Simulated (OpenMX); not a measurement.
The system is MnO2.

```
Mn O
1.0
     2.85658    0.00000    0.00000
    -1.42829    2.47387    0.00000
     0.00000    0.00000    4.60137
Mn O
1 2
Direct
  0.00000 0.00000 0.50000
  0.33333 0.66667 0.70629
  0.66667 0.33333 0.29371
```

Measurements of this composition are mostly on another form, of space group No. 136.

| Property | Result |
| --- | --- |
| Program | OpenMX 3.8.5 |
| Task | single point |
| Functional | PBE |
| Potentials or basis | OpenMX 2013 PBE set, Mn6.0-s3p2d2, O6.0-s2p2d1, grid cutoff 400 Ry |
| k mesh | 11 × 11 × 7 |
| Occupations | fermi-dirac, width 0.05 eV |
| Spin | collinear spin, ferromagnetic start |
| Starting moments | [4.0, 0.0, 0.0] μB |

On this cell: pressure 7.1 GPa; largest force 0.559 eV/Å; net moment 3.00 μB per cell; site moments Mn +2.91; O +0.05 μB; band gap on the k mesh 0.83 eV, indirect (least direct gap 0.89 eV).

The same run follows on a disturbed copy (atoms moved at random, drawn with an rms of 0.05 Å):

```
Mn O
1.0
     2.85658    0.00000    0.00000
    -1.42829    2.47387    0.00000
     0.00000    0.00000    4.60137
Mn O
1 2
Direct
  0.97175 0.98616 0.50509
  0.34615 0.66772 0.70444
  0.68623 0.33476 0.30771
```

Problem. What does the disturbed cell give?

Solution. The energy moves by +58.2 meV/atom; pressure 14.5 GPa; largest force 1.864 eV/Å; net moment 3.00 μB per cell; site moments Mn +2.87; O +0.06, +0.07 μB; band gap on the k mesh 0.70 eV, indirect (least direct gap 0.71 eV).

Forces on the atoms (eV/Å):
```
Mn   1.729  0.544  0.130
O   -0.764 -0.369  1.437
O   -0.968 -0.176 -1.584
```

Caveats: an odd mesh through Γ misses points on the zone boundary, where band edges often lie; the basis of atomic orbitals isn't converged, which shifts pressures, moduli and gaps; a cell with one magnetic atom can't hold antiferromagnetic order, which such compounds often take.
